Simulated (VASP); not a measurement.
Crystal: TiSe2.

```xyz
3
Lattice="3.5360 0.0000 0.0000 -1.7680 3.0623 0.0000 0.0000 0.0000 6.0040" Properties=species:S:1:pos:R:3 pbc="T T T"
Ti    0.0000    0.0000    0.0000
Se    0.0000    2.0415    1.5322
Se    1.7680    1.0208    4.4718
```

```yaml
Program: VASP 6.6.1
Task: relaxation of cell and atoms
Functional: LDA
Potentials_or_basis: VASP PAW LDA potentials, release 64 (Ti_sv, Se)
Cutoff: 600 eV
k_mesh: 12 × 12 × 6
Occupations: methfessel-paxton, width 0.1 eV
Spin: no spin polarisation
```

At the start: pressure -4.5 GPa; volume 21.67 Å³/atom.

Q: Where does the relaxation end?

A: Over 11 steps the energy falls by 22.8 meV/atom and the volume is 19.82 Å³/atom (-8.6 %); space group P-3m1 (No. 164, to 0.05 Å).

The path:
| step | energy change (eV) | largest force (eV/Å) | pressure (GPa) | volume (Å³) |
| --- | --- | --- | --- | --- |
| 1 | 0.0000 | 0.2554 | -4.53 | 65.01 |
| 2 | -0.0097 | 0.8432 | 4.42 | 59.42 |
| 3 | -0.0476 | 0.2952 | -0.20 | 61.96 |
| 4 | -0.0555 | 0.2094 | -0.18 | 61.48 |
| 5 | -0.0604 | 0.0191 | -0.14 | 60.45 |
| 6 | -0.0608 | 0.0610 | -0.14 | 60.67 |
| 7 | -0.0636 | 0.0639 | -0.01 | 60.32 |
| 8 | -0.0678 | 0.0649 | 0.50 | 59.28 |
| 9 | -0.0666 | 0.1282 | -0.87 | 59.76 |
| 10 | -0.0684 | 0.0062 | -0.02 | 59.45 |
| 11 | -0.0684 | 0.0050 | 0.01 | 59.45 |

Final structure:
```
Ti Se
1.0
     3.44010    0.00000    0.00000
    -1.72005    2.97922    0.00000
     0.00000    0.00000    5.80074
Ti Se
1 2
Direct
  0.00000 0.00000 0.00000
  0.33333 0.66667 0.26560
  0.66667 0.33333 0.73440
```
